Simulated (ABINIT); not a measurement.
# WS2 in ABINIT: settings compared, part 2 of 2

ABINIT 10.8.3 (patched build). The steps go on from the part before.

**4. Band structure, SOGGA**

run.abi

```
# Datasets: ground state, then fixed potential
ndtset 2

# Pseudopotentials
pp_dirpath "./"
pseudos "W.GGA_PBE-JTH.xml, S.GGA_PBE-JTH.xml"

# Structure
acell 3*1.0
rprim
     6.0159740246     0.0000000000     0.0000000000
    -3.0079870123     5.2099863337     0.0000000000
     0.0000000000     0.0000000000    32.0319498662
ntypat 2
znucl 74 16
natom 3
typat 1 2 2
xred
     0.0000000000     0.0000000000     0.0000000000
     0.3333333333     0.6666666667     0.0920005100
     0.3333333333     0.6666666667     0.9079994900

# Plane-wave basis
ecut 20.0
pawecutdg 40.0

# Exchange and correlation
ixc -150130

# Bands and occupations
occopt 3
tsmear 0.00183747

# SCF cycle
nstep 100

# Output
iomode 3
prtwf 0
prteig 0
prtebands 0
prtden1 1

# Dataset 1
kptopt1 1
ngkpt1 10 10 2
nshiftk1 1
shiftk1 0.0 0.0 0.0
nband1 17
tolvrs1 1.0e-9

# Dataset 2: bands along G-M-K-G-A-L-H-A
iscf2 -2
getden2 1
nband2 23
nbdbuf2 4
tolwfr2 1.0e-11
kptopt2 -7
ndivsm2 5
prteig2 1
kptbounds2
     0.0000000000     0.0000000000     0.0000000000
     0.5000000000     0.0000000000     0.0000000000
     0.3333333333     0.3333333333     0.0000000000
     0.0000000000     0.0000000000     0.0000000000
     0.0000000000     0.0000000000     0.5000000000
     0.5000000000     0.0000000000     0.5000000000
     0.3333333333     0.3333333333     0.5000000000
     0.0000000000     0.0000000000     0.5000000000
```

Potentials or basis: JTH PAW PBE v2.0.

The run is started by

```bash
> abinit run.abi > log 2>&1
```

run.abo:

```text
.Version 10.8.3 of ABINIT
 DATASET    1 : space group P-6 m 2 (#187); Bravais hP (primitive hexag.)
================================================================================
 Values of the parameters that define the memory need for DATASET  1.
     intxc =       0    ionmov =       0      iscf =      17    lmnmax =      18
     lnmax =       6     mgfft =     135  mpssoang =       3    mqgrid =    9120
     natom =       3  nloc_mem =       2    nspden =       1   nspinor =       1
    nsppol =       1      nsym =      12    n1xccc =       1    ntypat =       2
    occopt =       3   xclevel =       2
       mpw =        4334          nfft =       98415          nkpt =          28
 PAW method is used; the additional fine FFT grid is defined by:
   mgfftf=       192    nfftf =    248832
================================================================================
================================================================================

 DATASET    2 : space group P-6 m 2 (#187); Bravais hP (primitive hexag.)
================================================================================
 Values of the parameters that define the memory need for DATASET  2.
     intxc =       0    ionmov =       0      iscf =      -2    lmnmax =      18
     lnmax =       6     mgfft =     135  mpssoang =       3    mqgrid =    9120
     natom =       3  nloc_mem =       2    nspden =       1   nspinor =       1
    nsppol =       1      nsym =      12    n1xccc =       1    ntypat =       2
    occopt =       3   xclevel =       2
       mpw =        4348          nfft =       98415          nkpt =         174
 PAW method is used; the additional fine FFT grid is defined by:
   mgfftf=       192    nfftf =    248832
================================================================================
================================================================================

--------------------------------------------------------------------------------
------------- Echo of variables that govern the present computation ------------
--------------------------------------------------------------------------------
 -outvars: echo values of preprocessed input variables --------
            acell      1.0000000000E+00  1.0000000000E+00  1.0000000000E+00 Bohr
[... 1770 lines left out ...]
  -2.76274   -1.44857   -1.44293   -1.44290   -0.58813   -0.52545   -0.27944   -0.15155
  -0.15094   -0.12131   -0.10472   -0.10372   -0.04492    0.06147    0.06201    0.06886
   0.06919    0.13737    0.15712    0.16020    0.19851    0.25621    0.26813
 kpt#   3, nband= 23, wtk=  1.00000, kpt=  0.0323  0.0000  0.0000 (reduced coord)
  -2.76274   -1.44856   -1.44303   -1.44293   -0.58764   -0.52527   -0.27887   -0.15288
  -0.15047   -0.12386   -0.10551   -0.10197   -0.04515    0.06087    0.06297    0.06746
   0.06871    0.13908    0.15843    0.16077    0.19925    0.25672    0.27036
 kpt#   4, nband= 23, wtk=  1.00000, kpt=  0.0484  0.0000  0.0000 (reduced coord)
  -2.76273   -1.44853   -1.44319   -1.44296   -0.58684   -0.52498   -0.27792   -0.15504
  -0.14968   -0.12732   -0.10682   -0.09987   -0.04555    0.05998    0.06453    0.06529
   0.06794    0.14166    0.16074    0.16172    0.20048    0.25757    0.27394
 kpt#   5, nband= 23, wtk=  1.00000, kpt=  0.0645  0.0000  0.0000 (reduced coord)
[... 665 lines left out ...]
  -0.14962   -0.12756   -0.10702   -0.09965   -0.04559    0.05987    0.06470    0.06514
   0.06786    0.14441    0.15106    0.17033    0.20060    0.25218    0.27403
 kpt# 172, nband= 23, wtk=  1.00000, kpt=  0.0190  0.0190  0.5000 (reduced coord)
  -2.76274   -1.44855   -1.44303   -1.44293   -0.58761   -0.52526   -0.27883   -0.15296
  -0.15044   -0.12400   -0.10559   -0.10186   -0.04517    0.06083    0.06303    0.06739
   0.06868    0.14122    0.15006    0.16821    0.19965    0.25111    0.27030
 kpt# 173, nband= 23, wtk=  1.00000, kpt=  0.0095  0.0095  0.5000 (reduced coord)
  -2.76274   -1.44857   -1.44293   -1.44290   -0.58812   -0.52545   -0.27943   -0.15157
  -0.15094   -0.12135   -0.10473   -0.10369   -0.04493    0.06146    0.06202    0.06884
   0.06918    0.13916    0.14946    0.16698    0.19908    0.25047    0.26800
 kpt# 174, nband= 23, wtk=  1.00000, kpt=  0.0000  0.0000  0.5000 (reduced coord)
  -2.76275   -1.44858   -1.44290   -1.44290   -0.58829   -0.52551   -0.27963   -0.15110
  -0.15110   -0.12031   -0.10445   -0.10445   -0.04485    0.06168    0.06168    0.06934
   0.06934    0.13844    0.14926    0.16658    0.19888    0.25025    0.26722

== END DATASET(S) ==============================================================
================================================================================

 -outvars: echo values of variables after computation  --------
            acell      1.0000000000E+00  1.0000000000E+00  1.0000000000E+00 Bohr
           etotal1    -8.9703130104E+01
            fcart1     1.1935535679E-28  6.8909847376E-29 -0.0000000000E+00
                      -5.9677678397E-29 -3.4454923688E-29 -3.4034294182E-03
                      -5.9677678397E-29 -3.4454923688E-29  3.4034294182E-03
            rprim      6.0159740246E+00  0.0000000000E+00  0.0000000000E+00
                      -3.0079870123E+00  5.2099863337E+00  0.0000000000E+00
                       0.0000000000E+00  0.0000000000E+00  3.2031949866E+01
           strten1     6.7699678828E-05  6.7699678890E-05  2.1915743846E-05
                       0.0000000000E+00  0.0000000000E+00  0.0000000000E+00
           xangst      0.0000000000E+00  0.0000000000E+00  0.0000000000E+00
                      -3.7224273831E-16  1.8380040234E+00  1.5594618096E+00
                      -3.7224273831E-16  1.8380040234E+00  1.5391116069E+01
             xred      0.0000000000E+00  0.0000000000E+00  0.0000000000E+00
                       3.3333333333E-01  6.6666666667E-01  9.2000510000E-02
                       3.3333333333E-01  6.6666666667E-01  9.0799949000E-01
 Calculation completed.
```

Wall time 5.8 min (1 thread of Intel Xeon 6975P-C (Granite Rapids), shared host); peak memory 0.43 GiB.

What came out:

```yaml
Free_energy: -2440.9465 eV
Largest_force: 0.175 eV/Å
Band_gap_on_the_k_mesh: 2.00 eV, indirect (least direct gap 2.15 eV)
Band_gap_along_the_path: 1.79 eV, direct
Valence_electrons_inside_the_program's_atomic_spheres: W 11.73; S 3.59
```

Forces on the atoms (eV/Å):
```
W    0.000  0.000  0.000
S    0.000  0.000 -0.175
S    0.000  0.000  0.175
```

Levels at the corners of the path, in eV from the valence-band top:
```csv
point,band 10,band 11,band 12,band 13,band 14,band 15,band 16,band 17
Γ,-2.05,-1.62,-1.62,0.00,2.90,2.90,3.11,3.11
M,-3.43,-2.07,-1.27,-0.95,2.86,3.32,4.04,4.79
K,-3.90,-3.25,-2.31,0.00,1.79,3.37,4.10,5.59
Γ,-2.05,-1.62,-1.62,0.00,2.90,2.90,3.11,3.11
A,-2.05,-1.62,-1.62,0.00,2.90,2.90,3.11,3.11
L,-3.43,-2.07,-1.27,-0.95,2.86,3.32,4.04,4.79
H,-3.90,-3.25,-2.31,0.00,1.79,3.37,4.10,5.59
A,-2.05,-1.62,-1.62,0.00,2.90,2.90,3.11,3.11
```

Caveat: the PAW data sets were made with another functional, which shifts forces and pressure a little; spin-orbit coupling is left out, which moves the levels of the heavy elements.

**5. The runs side by side**

| level | gap on the mesh (eV) | largest force (eV/Å) |
| --- | --- | --- |
| WC | 1.98 | 0.03 |
| PBE | 2.00 | 0.28 |
| SOGGA | 2.00 | 0.18 |

Alike in all rows: task band structure; potentials or basis JTH PAW PBE v2.0; no spin polarisation; cell as given; k mesh 10 × 10 × 2; cutoff (eV) 544; smearing fermi-dirac 0.05 eV.

On the cell as given the gap runs from 1.78 eV (WC) to 1.80 eV (PBE).

Caveats: spin-orbit coupling is left out, which moves the levels of the heavy elements; the PAW data sets were made with another functional, which shifts forces and pressure a little (some runs).

Total energies depend on the potentials used, so only differences within one code and one set of settings carry meaning.
